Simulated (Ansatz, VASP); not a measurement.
**One calculation of MoS2, two programs**

```xyz
6
Lattice="3.1844 0.0000 0.0000 -1.5922 2.7578 0.0000 0.0000 0.0000 12.9745" Properties=species:S:1:pos:R:3 pbc="T T T"
Mo    0.0000    1.8385    3.2436
Mo    1.5922    0.9193    9.7309
S     0.0000    1.8385    8.1782
S     1.5922    0.9193    1.6910
S     0.0000    1.8385   11.2836
S     1.5922    0.9193    4.7963
```

Alike in both runs: functional r2SCAN; k mesh 12 × 12 × 4; occupations gaussian, width 0.02 eV; no spin polarisation.

Ansatz relaxed the structure, and its values are those at the end. VASP's run is a single point on that final structure, the one shown.

|  | VASP | Ansatz |
| --- | --- | --- |
| version | VASP 6.6.1 | Ansatz 0.2.0 |
| potentials or method | VASP PAW PBE potentials, release 64 (Mo_sv, S) | scalar-relativistic, plane waves, PAW |
| plane-wave cutoff (eV) | 520 | 500 |
| valence electrons in the cell | 52 | 52 |

```csv
,VASP,Ansatz,Ansatz less VASP
gap on the k mesh at the Fermi level (eV),1.18,1.16,-0.018
least direct gap on the mesh (eV),1.73,1.72,-0.008
pressure (GPa),0.0,0.0,-0.05
```

Caveats: the PAW data sets were made with another functional, which shifts forces and pressure a little (VASP). A k mesh can miss the band edges. r2SCAN opens gaps a little over a GGA but as a rule still falls short of measured ones.
